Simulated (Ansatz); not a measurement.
**HfO₂: one atom moved over a plane**

These are results of DFT PBE, scalar-relativistic, plane waves, PAW (Ansatz), not measurements. The runs took a 420 eV cutoff, a Γ-centred 8×8×8 mesh and Gaussian smearing (0.05 eV). Spin–orbit coupling is left out, which matters for the heavy elements here. No spin polarisation. Energies are free energies at this smearing, counted from the undisturbed cell; pressure is positive in compression.

The starting cell (relaxed at this level; this fluorite-type form isn't the usual structure):

```xyz
3
Lattice="0.0000 2.5488 2.5488 2.5488 0.0000 2.5488 2.5488 2.5488 0.0000" Properties=species:S:1:pos:R:3 pbc="T T T"
Hf    0.0000    0.0000    0.0000
O     1.2744    1.2744    1.2744
O     3.8232    3.8232    3.8232
```

Atom 2 (O) is moved by p along (0.707, 0.707, 0.000) and q along (0.000, 0.000, 1.000) (Å), all else fixed. Points are written (p, q).

Energy above the undisturbed cell in eV/cell (a dash: not computed):

| p \ q | -0.300 | -0.150 | 0.000 | 0.150 | 0.300 |
| --- | --- | --- | --- | --- | --- |
| -0.300 | 1.48 | 0.83 | 0.50 | 0.45 | 0.69 |
| -0.150 | 0.72 | 0.29 | 0.12 | 0.20 | 0.54 |
| 0.000 | 0.49 | 0.12 | 0.00 | 0.12 | 0.49 |
| 0.150 | 0.72 | 0.29 | 0.12 | 0.20 | 0.54 |
| 0.300 | 1.48 | 0.83 | 0.50 | 0.45 | 0.69 |

Pressure in GPa:

| p \ q | -0.300 | -0.150 | 0.000 | 0.150 | 0.300 |
| --- | --- | --- | --- | --- | --- |
| -0.300 | 21.9 | 12.5 | 7.2 | 6.1 | 8.9 |
| -0.150 | 10.6 | 4.3 | 1.8 | 2.8 | 7.4 |
| 0.000 | 7.0 | 1.7 | 0.0 | 1.7 | 7.0 |
| 0.150 | 10.6 | 4.3 | 1.8 | 2.8 | 7.4 |
| 0.300 | 21.9 | 12.5 | 7.2 | 6.1 | 8.9 |

Gap on the k-mesh in eV:

| p \ q | -0.300 | -0.150 | 0.000 | 0.150 | 0.300 |
| --- | --- | --- | --- | --- | --- |
| -0.300 | 3.94 | 3.94 | 3.84 | 3.77 | 3.59 |
| -0.150 | 3.64 | 3.79 | 3.77 | 3.79 | 3.64 |
| 0.000 | 3.54 | 3.70 | 3.75 | 3.70 | 3.54 |
| 0.150 | 3.64 | 3.79 | 3.77 | 3.79 | 3.64 |
| 0.300 | 3.94 | 3.94 | 3.84 | 3.77 | 3.59 |